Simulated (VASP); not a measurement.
Runs of VASP 6.6.1 on Hf. Symmetry: P6/mmm, No. 191, hexagonal system. The conventional cell has a = 4.962 Å, b = 4.962 Å, c = 3.086 Å, α = 90.00°, β = 90.00°, γ = 120.00°. Hf (site symmetry -6m2) is surrounded by 11 Hf at 2.87 to 3.25 Å. Hf (site symmetry 6/mmm) has 14 Hf at 3.09 to 3.25 Å as nearest neighbours. This isn't the form of Hf at room conditions, which is hcp.

| task | level | potentials or basis | cell | cutoff (eV) | gap on the mesh (eV) | pressure (GPa) | relaxed volume (Å³/atom) |
| --- | --- | --- | --- | --- | --- | --- | --- |
| relaxation of cell and atoms | PBEsol | VASP PAW PBE potentials, release 64 (Hf) | relaxed | 580 | none | 0.0 | 21.17 |
| relaxation of cell and atoms | LDA | VASP PAW LDA potentials, release 64 (Hf_pv) | relaxed | 600 | none | 0.0 | (b) |
| relaxation of cell and atoms | RPBE | VASP PAW PBE potentials, release 64 (Hf_pv) | relaxed | 600 | none | 0.0 | 22.81 |
| single point | PBEsol | VASP PAW PBE potentials, release 64 (Hf_pv) | as given | 520 | none | -3.2 | - |
| relaxation of cell and atoms | PBEsol | VASP PAW PBE potentials, release 64 (Hf_pv) | relaxed | 600 | none | 0.0 | (a) |

Alike in all rows: no spin polarisation; k mesh 12 × 12 × 14; smearing gaussian 0.1 eV.

Q: Estimate the missing entries.

A: (a) 21.31; (b) 20.63.

Caveats: the PAW data sets were made with another functional, which shifts forces and pressure a little (some runs).

A k mesh can miss the band edges, and the runs leave out spin-orbit coupling on Hf.

A gap of «none» marks a metal or a gap under the smearing width.

The runs don't all hold the same shells in valence.

Runs at the PBE level aren't shown here.
